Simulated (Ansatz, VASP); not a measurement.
# Two plane-wave programs on SiC

The input INCAR:

```
SYSTEM = SiC
ALGO = Normal ; EDIFF = 1E-6
ENCUT = 520 ; GGA = PE
ISIF = 2 ; ISMEAR = -1
LASPH = .TRUE. ; LCHARG = .FALSE.
LREAL = .FALSE. ; LWAVE = .FALSE.
NBANDS = 16 ; NELM = 80
PREC = Accurate ; SIGMA = 0.02
```

Contents of KPOINTS:

```
k-points
0
G
  6 6 4
  0 0 0
```

Contents of POSCAR:

```
SiC
1.0
    2.5765145466      0.0000000000      0.0000000000
    0.0000000000      3.3574656253      0.0000000000
    0.0000000000      0.0000000000      4.9411647832
C Si
2 2
Direct
    0.7500000000      0.0000000000      0.9125510269
    0.2500000000      0.0000000000      0.0874489731
    0.2500000000      0.5000000000      0.2924326166
    0.7500000000      0.5000000000      0.7075673834
```

Input for Ansatz:

```yaml
crystal:
  lattice:
    - [2.5765145466, 0.0, 0.0]
    - [0.0, 3.3574656253, 0.0]
    - [0.0, 0.0, 4.9411647832]
  atoms:
    - { symbol: C, position: [0.75, 0.0, 0.9125510269] }
    - { symbol: C, position: [0.25, 0.0, 0.0874489731] }
    - { symbol: Si, position: [0.25, 0.5, 0.2924326166] }
    - { symbol: Si, position: [0.75, 0.5, 0.7075673834] }
kpoints:
  mp_grid: { grid: [6, 6, 4] }
hamiltonian:
  xc: pbe
scf:
  occupations: { method: fermi_dirac, width: 0.02 }
  n_extra_bands: 5
output:
  forces: true
  stress: true
  eigenvalues: true
  write_density: true
  write_potential: true
  elf: true
  volumetric_format: npy
```

The cell was built by a generator and needn't be a form met in nature.

Alike in both runs: task single point; functional PBE; k mesh 6 × 6 × 4; occupations fermi-dirac, width 0.02 eV; no spin polarisation.

|  | VASP | Ansatz |
| --- | --- | --- |
| version | VASP 6.6.1 | Ansatz 0.2.0 |
| potentials or method | VASP PAW PBE potentials, release 64 (C, Si) | plane waves, PAW |
| plane-wave cutoff (eV) | 520 | 420 |
| valence electrons in the cell | 16 | 16 |

```csv
,VASP,Ansatz,Ansatz less VASP
pressure (GPa),2.3,2.3,-0.03
largest component of the traceless stress (GPa),3.70,3.69,-0.013
rms of the force components (eV/Å),0.140,0.152,+0.0123
```

Atom by atom the forces differ by 0.013 eV/Å (rms over components). The functional is the same, so the differences come from potentials, cutoffs and numerics.

Caveats: the k mesh is coarse (spacing up to 0.41 Å⁻¹), so the values aren't converged.
